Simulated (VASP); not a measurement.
# Nb4H in VASP: further runs

Runs on Nb4H. Level: PBE. Tasks: single point.

All numbers are computed with VASP 6.6.1; they aren't measurements. Logs are shortened: lines on timing, memory, paths and dates and some standing lists are left out, and cuts for length are marked.

### Step 1. The cell of the first run

The cell holds a slab with vacuum, 5 atoms: a = 2.983 Å, b = 4.218 Å, c = 19.813 Å, α = 90.00°, β = 90.00°, γ = 90.00°.

### Step 2. Single point, PBE (H over (2/6, 4/10) of the surface cell, its height relaxed)

INCAR reads:

```
PREC = Accurate
ENCUT = 520
EDIFF = 1E-6
ISMEAR = 0
SIGMA = 0.1
LREAL = F
LASPH = T
NELM = 100
ALGO = Fast
ISIF = 2
LWAVE = F
LCHARG = F
LDIPOL = T
IDIPOL = 3
DIPOL = 0.5 0.5 0.341
GGA = PE
NBANDS = 34
```

KPOINTS reads:

```
Automatic mesh
0
Gamma
  9 6 1
```

POSCAR reads:

```
Nb4H
1.0
    2.9829001615      0.0000000000      0.0000000000
    0.0000000000      4.2184578637      0.0000000000
    0.0000000000      0.0000000000     19.8127690725
Nb H
4 1
Direct
    0.5000000000      0.5000000000      0.2018900026
    0.0000000000      0.0000000000      0.2771672178
    0.5000000000      0.5000000000      0.3569599732
    0.0000000000      0.0000000000      0.4195662425
    0.3333333333      0.4000000000      0.4496211787
```

Potentials or basis: VASP PAW PBE potentials, release 64 (Nb_sv, H).

The run is started by

```console
$ cat potpaw_PBE.64/Nb_sv/POTCAR potpaw_PBE.64/H/POTCAR > POTCAR
$ mpirun -np 1 vasp_std > vasp.out
```

OUTCAR:

```text
PREC = Accurate
   ENCUT = 520
   EDIFF = 1E-6
   ISMEAR = 0
   LREAL = F
   LASPH = T
   NELM = 100
   ISIF = 2
   GGA = PE

 ion  position               nearest neighbor table
   1  0.500  0.500  0.202-   2 2.98   2 2.98   2 2.98   2 2.98
   2  0.000  0.000  0.277-   4 2.82   1 2.98   1 2.98   1 2.98   1 2.98   3 3.03   3 3.03   3 3.03
                             3 3.03
   3  0.500  0.500  0.357-   5 1.95   4 2.87   4 2.87   4 2.87   4 2.87   2 3.03   2 3.03   2 3.03
                             2 3.03
   4  0.000  0.000  0.420-   2 2.82   3 2.87   3 2.87   3 2.87   3 2.87
   5  0.333  0.400  0.450-   3 1.95

  LATTYP: Found a simple orthorhombic cell.
 ALAT       =     2.9829001615
 B/A-ratio  =     1.4142135624
 C/A-ratio  =     6.6421160615

  Lattice vectors:

 A1 = (   2.9829001615,   0.0000000000,   0.0000000000)
 A2 = (   0.0000000000,   4.2184578637,   0.0000000000)
 A3 = (   0.0000000000,   0.0000000000,  19.8127690725)

Analysis of symmetry for initial positions (statically):
=====================================================================
 Subroutine PRICEL returns:
 Original cell was already a primitive cell.

 Routine SETGRP: Setting up the symmetry group for a
 simple orthorhombic supercell.

 Subroutine GETGRP returns: Found  1 space group operations
 (whereof  1 operations were pure point group operations)
 out of a pool of  8 trial point group operations.

The static configuration has the point symmetry C_1 .

Analysis of symmetry for dynamics (positions and initial velocities):
=====================================================================
 Subroutine PRICEL returns:
 Original cell was already a primitive cell.

 Routine SETGRP: Setting up the symmetry group for a
 simple orthorhombic supercell.

 Subroutine GETGRP returns: Found  1 space group operations
 (whereof  1 operations were pure point group operations)
 out of a pool of  8 trial point group operations.

The dynamic configuration has the point symmetry C_1 .

 Subroutine INISYM returns: Found  1 space group operations
 (whereof  1 operations are pure point group operations),
 and found     1 'primitive' translations

----------------------------------------------------------------------------------------

                                     Primitive cell

  volume of cell :     249.3088

  direct lattice vectors                    reciprocal lattice vectors
     2.982900161  0.000000000  0.000000000     0.335244207  0.000000000  0.000000000
     0.000000000  4.218457864  0.000000000     0.000000000  0.237053452  0.000000000
     0.000000000  0.000000000 19.812769073     0.000000000  0.000000000  0.050472501

  length of vectors
     2.982900161  4.218457864 19.812769073     0.335244207  0.237053452  0.050472501

  position of ions in fractional coordinates (direct lattice)
     0.500000000  0.500000000  0.201890003
     0.000000000  0.000000000  0.277167218
     0.500000000  0.500000000  0.356959973
     0.000000000  0.000000000  0.419566242
     0.333333333  0.400000000  0.449621179

  ion indices of the primitive-cell ions
   primitive index   ion index
                 1           1
                 2           2
                 3           3
                 4           4
                 5           5

----------------------------------------------------------------------------------------

 KPOINTS: Automatic mesh

Automatic generation of k-mesh.
 Grid dimensions read from file:
 generate k-points for:    9    6    1

 Generating k-lattice:

  Cartesian coordinates                     Fractional coordinates (reciprocal lattice)
     0.037249356  0.000000000  0.000000000     0.111111111  0.000000000  0.000000000
     0.000000000  0.039508909  0.000000000     0.000000000  0.166666667  0.000000000
     0.000000000  0.000000000  0.050472501     0.000000000  0.000000000  1.000000000

  Length of vectors
     0.037249356  0.039508909  0.050472501

  Shift w.r.t. Gamma in fractional coordinates (k-lattice)
     0.000000000  0.000000000  0.000000000

 Subroutine IBZKPT returns following result:
 ===========================================

 Found     28 irreducible k-points:

 Following reciprocal coordinates:
            Coordinates               Weight
  0.000000  0.000000  0.000000      1.000000
  0.111111  0.000000  0.000000      2.000000
  0.222222  0.000000  0.000000      2.000000
  0.333333  0.000000  0.000000      2.000000
  0.444444  0.000000  0.000000      2.000000
  0.000000  0.166667  0.000000      2.000000
[... 16 lines left out ...]
  0.444444 -0.333333  0.000000      2.000000
  0.000000  0.500000  0.000000      1.000000
 [... further k-points ...]
   k-points           NKPTS =     28   k-points in BZ     NKDIM =     28   number of bands    NBANDS=     34
   number of dos      NEDOS =    301   number of ions     NIONS =      5
   total plane-waves  NPLWV = 115200
   dimension x,y,z NGX =    24 NGY =   32 NGZ =  150
   dimension x,y,z NGXF=    48 NGYF=   64 NGZF=  300
   ions per type =               4   1
   NGX,Y,Z   is equivalent  to a cutoff of  13.38, 12.61, 12.59 a.u.
   NGXF,Y,Z  is equivalent  to a cutoff of  26.75, 25.22, 25.17 a.u.
 SYSTEM =  unknown system
   PREC   = accura    normal or accurate (medium, high low for compatibility)
   ISTART =      0    job   : 0-new  1-cont  2-samecut
   ICHARG =      2    charge: 1-file 2-atom 10-const
   ISPIN  =      1    spin polarized calculation?
   LNONCOLLINEAR =      F non collinear calculations
   LSORBIT =      F    spin-orbit coupling
   LASPH  =      T    aspherical Exc in radial PAW
   ENCUT  =  520.0 eV  38.22 Ry    6.18 a.u.   5.55  7.84 36.84*2*pi/ulx,y,z
   NELM   =    100;   NELMIN=  2; NELMDL= -5     # of ELM steps
   EDIFF  = 0.1E-05   stopping-criterion for ELM
   LREAL  =      F    real-space projection
   EDIFFG = 0.1E-04   stopping-criterion for IOM
   NSW    =      0    number of steps for IOM
   IBRION =     -1    ionic relax: 0-MD 1-quasi-New 2-CG
   NFREE  =      0    steps in history (QN), initial steepest desc. (CG)
   ISIF   =      2    stress and relaxation
   ISYM   =      2    0-nonsym 1-usesym 2-fastsym
   POTIM  = 0.5000    time-step for ionic-motion
   TEBEG  =    0.0;   TEEND  =   0.0 temperature during run
   PSTRESS=    0.0 pullay stress
   NELECT =      53.0000    total number of electrons
   NUPDOWN=      -1.0000    fix difference up-down
   EMIN   =  10.00;   EMAX   =-10.00  energy-range for DOS
   EFERMI =   0.00;   METHOD = LEGACY
   ISMEAR =     0;   SIGMA  =   0.10  broadening in eV -4-tet -1-fermi 0-gaus
   EFERMI_NEDOS =   21; number of points for ismear=-14 and -15
   IALGO  =     68    algorithm
   IMIX   =      4    mixing-type and parameters
     AMIX     =   0.40;   BMIX     =  1.00
     AMIX_MAG =   1.60;   BMIX_MAG =  1.00
  volume/ion in A,a.u.               =      49.86       336.48
  Fermi-wavevector in a.u.,A,eV,Ry     =   0.977059  1.846374 12.988732  0.954645
  Thomas-Fermi vector in A             =   2.107727
   LORBIT       =      0    0 simple, 1 ext, 2 COOP (PROOUT), +10 PAW based schemes
   GGA     = PE    functional components
   LHFCALC =     F    Hartree Fock is set to
   AEXX    =    0.0000 exact exchange contribution
   IVDW    =     0    specifies the selected vdW correction
   LEPSILON=     F    determine dielectric tensor
   LRPA    =     F    only Hartree local field effects (RPA)
 non-spin polarized calculation
 RMM-DIIS sequential band-by-band and
 Gauss-broadening in eV      SIGMA  =   0.10
  energy-cutoff  :      520.00
  volume of cell :      249.31
 maximum number of plane-waves:      6753
 NGX is ok and might be reduce to    24
   NGX = 11   NGY = 15   NGZ = 73

 dipolmoment           0.000000      0.000000     -0.259867 electrons x Angstroem

 number of electron      53.0000006 magnetization

 dipolmoment           0.000000      0.000000      0.005052 electrons x Angstroem

 Free energy of the ion-electron system (eV)
  ---------------------------------------------------
  ext. energy  EPLUGINS =         0.00000000
  ---------------------------------------------------
  free energy    TOTEN  =       -39.90162010 eV

  energy without entropy =      -39.86980901  energy(sigma->0) =      -39.88571455

 E-fermi :   0.9494     XC(G=0):  -4.8907

 val. band max:        0.9249155894   @ k =   0.1111   0.5000   0.0000
 cond. band min:       0.9526730328   @ k =   0.1111   0.3333   0.0000
 fundamental gap:      0.0277574434
 Fermi energy:         0.9493521688

 k-point     1 :       0.0000    0.0000    0.0000
  band No.  band energies     occupation
      1     -54.0287      2.00000
      2     -53.9946      2.00000
      3     -53.7616      2.00000
      4     -53.5959      2.00000
      5     -30.4175      2.00000
      6     -30.2806      2.00000
[... 26 lines left out ...]
     33       2.6821      0.00000
     34       2.9089      0.00000

 k-point     2 :       0.1111    0.0000    0.0000
  band No.  band energies     occupation
      1     -54.0186      2.00000
      2     -53.9849      2.00000
      3     -53.7553      2.00000
      4     -53.5925      2.00000
      5     -30.3822      2.00000
      6     -30.2798      2.00000
[... 26 lines left out ...]
     33       2.8083      0.00000
     34       3.0806      0.00000

 k-point     3 :       0.2222    0.0000    0.0000
  band No.  band energies     occupation
      1     -53.9931      2.00000
      2     -53.9596      2.00000
      3     -53.7392      2.00000
      4     -53.5845      2.00000
      5     -30.2927      2.00000
      6     -30.2810      2.00000
[... 26 lines left out ...]
     33       3.0041      0.00000
     34       3.3059      0.00000
[... 704 lines left out ...]
 k-point    23 :       0.4444   -0.3333    0.0000
  band No.  band energies     occupation
      1     -53.9447      2.00000
      2     -53.9076      2.00000
      3     -53.7081      2.00000
      4     -53.5720      2.00000
      5     -30.4660      2.00000
      6     -30.4002      2.00000
[... 26 lines left out ...]
     33       3.1612      0.00000
     34       3.4330      0.00000

 k-point    24 :       0.0000    0.5000    0.0000
  band No.  band energies     occupation
      1     -54.0056      2.00000
      2     -53.9701      2.00000
      3     -53.7698      2.00000
      4     -53.6357      2.00000
      5     -30.4717      2.00000
      6     -30.3984      2.00000
[... 26 lines left out ...]
     33       2.6721      0.00000
     34       2.9417      0.00000

 [... further k-points ...]

------------------------ aborting loop because EDIFF is reached ----------------------------------------

 vacuum level on the upper side and lower side of the slab       (xc-potential included)        -0.113        -0.223

  FORCE on cell =-STRESS in cart. coord.  units (eV):
  Direction    XX          YY          ZZ          XY          YZ          ZX
  --------------------------------------------------------------------------------------
  -------------------------------------------------------------------------------------
  Total       -4.8433841     -5.0143780     -1.6895663     -0.0624842     -0.2631673      0.6745822
  in kB      -31.1258978    -32.2247862    -10.8579593     -0.4015535     -1.6912388      4.3351872
  external PRESSURE =     -24.7362144 kB  Pullay stress =       0.0000000 kB

 VOLUME and BASIS-vectors are now :
 -----------------------------------------------------------------------------
  energy-cutoff  :      520.00
  volume of cell :      249.31
      direct lattice vectors                 reciprocal lattice vectors
     2.982900161  0.000000000  0.000000000     0.335244207  0.000000000  0.000000000
     0.000000000  4.218457864  0.000000000     0.000000000  0.237053452  0.000000000
     0.000000000  0.000000000 19.812769073     0.000000000  0.000000000  0.050472501

 POSITION                                       TOTAL-FORCE (eV/Angst)
 -----------------------------------------------------------------------------------
      1.49145      2.10923      4.00000        -0.080289      0.043853      1.208212
      0.00000      0.00000      5.49145         0.108012     -0.025376     -1.114013
      1.49145      2.10923      7.07237        -0.439616      0.027993     -0.337147
      0.00000      0.00000      8.31277         0.265180      0.140393      0.228062
      0.99430      1.68738      8.90824         0.146713     -0.186863      0.014886
 -----------------------------------------------------------------------------------
    total drift:                                0.000068      0.000665      0.002931

  FREE ENERGIE OF THE ION-ELECTRON SYSTEM (eV)
  ---------------------------------------------------
  free  energy   TOTEN  =       -39.9016200977 eV

  energy  without entropy=      -39.8698090122  energy(sigma->0) =      -39.88571455

 vacuum level on the upper side and lower side of the slab         4.453         4.342
```

Wall time 16 min (1 thread of Intel Xeon Platinum 8259CL at 2.50GHz (Skylake/Cascade Lake), shared host); peak memory 0.42 GiB.

What came out:

* Free energy: -39.9016 eV
* Largest force: 1.212 eV/Å
* Band gap on the k mesh: none (metal or under the smearing width)

Forces on the atoms (eV/Å):
```
Nb  -0.080  0.044  1.208
Nb   0.108 -0.025 -1.114
Nb  -0.440  0.028 -0.337
Nb   0.265  0.140  0.228
H    0.147 -0.187  0.015
```

### Step 3. Single point, PBE (H over (0/6, 0/10) of the surface cell, its height relaxed)

INCAR reads:

```
ALGO = Fast
DIPOL = 0.5 0.5 0.353
EDIFF = 1E-6
ENCUT = 520
GGA = PE
IDIPOL = 3
ISIF = 2
ISMEAR = 0
LASPH = T
LCHARG = T
LDIPOL = T
LELF = T
LREAL = F
LVACPOTAV = T
LVHAR = T
LWAVE = F
NBANDS = 34
NELM = 100
PREC = Accurate
SIGMA = 0.1
```

KPOINTS reads:

```
k-points
0
Gamma
  9 6 1
```

Edit POSCAR of step 2 so:

```diff
@@ -12,2 +12,2 @@
     0.0000000000      0.0000000000      0.4195662425
-    0.3333333333      0.4000000000      0.4496211787
+    0.0000000000      0.0000000000      0.5107886475
```

Potentials or basis: VASP PAW PBE potentials, release 64 (Nb_sv, H).

The run is started by

```console
$ cat potpaw_PBE.64/Nb_sv/POTCAR potpaw_PBE.64/H/POTCAR > POTCAR
$ mpirun -np 1 vasp_std > vasp.out
```

It took 9.3 min on 1 thread of Intel Xeon Platinum 8259CL at 2.50GHz (Skylake/Cascade Lake), shared host; peak memory 0.41 GiB.

The run converged. Its results:

* Free energy: -39.3176 eV
* Largest force: 1.435 eV/Å
* Band gap on the k mesh: none (metal or under the smearing width)
* Work function of the upper face: 6.22 eV
* Work function of the lower face: 3.60 eV

Forces on the atoms (eV/Å):
```
Nb   0.000  0.000  1.259
Nb   0.000  0.000 -1.435
Nb   0.000  0.000 -0.261
Nb   0.000  0.000  0.448
H    0.000  0.000 -0.011
```

Levels at points of the mesh, in eV from the Fermi level:
| k point | band 24 | band 25 | band 26 | band 27 | band 28 | band 29 | band 30 | band 31 |
| --- | --- | --- | --- | --- | --- | --- | --- | --- |
| (0.00, 0.00, 0.00) | -0.92 | -0.42 | -0.19 | 0.36 | 0.41 | 0.41 | 0.88 | 1.51 |
| (0.00, 0.50, 0.00) | -0.47 | -0.19 | 0.30 | 0.32 | 0.33 | 0.54 | 0.72 | 0.82 |
